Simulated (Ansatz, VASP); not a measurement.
**One calculation of Os, two programs**

File INCAR:

```
ALGO = Normal
EDIFF = 1E-8
ENCUT = 520
GGA = PS
ISIF = 2
ISMEAR = -1
LASPH = True
LCHARG = False
LEFG = True
LREAL = False
LWAVE = False
NBANDS = 10
NELM = 100
PREC = Accurate
SIGMA = 0.05
```

KPOINTS

```
k-points
0
Gamma
  14 14 14
```

Contents of POSCAR:

```
Os
1.0
   -0.0194500000      1.9352750000      1.9352750000
    1.9352750000     -0.0194500000      1.9352750000
    1.9352750000      1.9352750000     -0.0194500000
Os
1
Direct
    0.0000000000      0.0000000000      0.0000000000
```

Input for Ansatz:

```yaml
crystal:
  lattice:
    - [-0.01945, 1.935275, 1.935275]
    - [1.935275, -0.01945, 1.935275]
    - [1.935275, 1.935275, -0.01945]
  atoms:
    - { symbol: Os, position: [0.0, 0.0, 0.0] }
kpoints:
  mp_grid: { grid: [14, 14, 14] }
scf:
  occupations: { method: fermi_dirac, width: 0.05 }
hamiltonian:
  xc: pbesol
  pseudopotentials: { kind: paw }
output:
  forces: true
  stress: true
  eigenvalues: true
  efg: { contact_densities: true }
  write_density: true
  write_potential: true
  elf: true
  volumetric_format: npy
```

Change from the starting cell: equal xy, yz and zx shear strains of -1 %, PAW files.

Alike in both runs: task electric field gradients; functional PBEsol; k mesh 14 × 14 × 14; occupations fermi-dirac, width 0.05 eV; no spin polarisation.

|  | VASP | Ansatz |
| --- | --- | --- |
| version | VASP 6.6.1 | Ansatz 0.2.0 |
| potentials or method | VASP PAW PBE potentials, release 64 (Os) | PAW with Ansatz's default frozen-core files, scalar-relativistic |
| plane-wave cutoff (eV) | 520 | 420 |
| valence electrons in the cell | 8 | 16 |

|  | VASP | Ansatz | Ansatz less VASP |
| --- | --- | --- | --- |
| pressure (GPa) | -19.8 | -19.8 | +0.03 |
| largest component of the traceless stress (GPa) | 2.45 | 2.46 | +0.010 |
| Vzz of the field gradient on the site that differs most (V/Å²) | -31.2 | -25.6 | +5.62 |

The two sets of potentials don't hold the same shells in valence. Ansatz warned: «gradients_without_spin_orbit».

Caveats: so large a pressure means that the cell lies far from this level's equilibrium, or that cutoff or potentials fall short (VASP); the potentials were made for another functional, which shifts forces and pressure (VASP). Spin-orbit coupling is left out, which matters for the levels of Os.
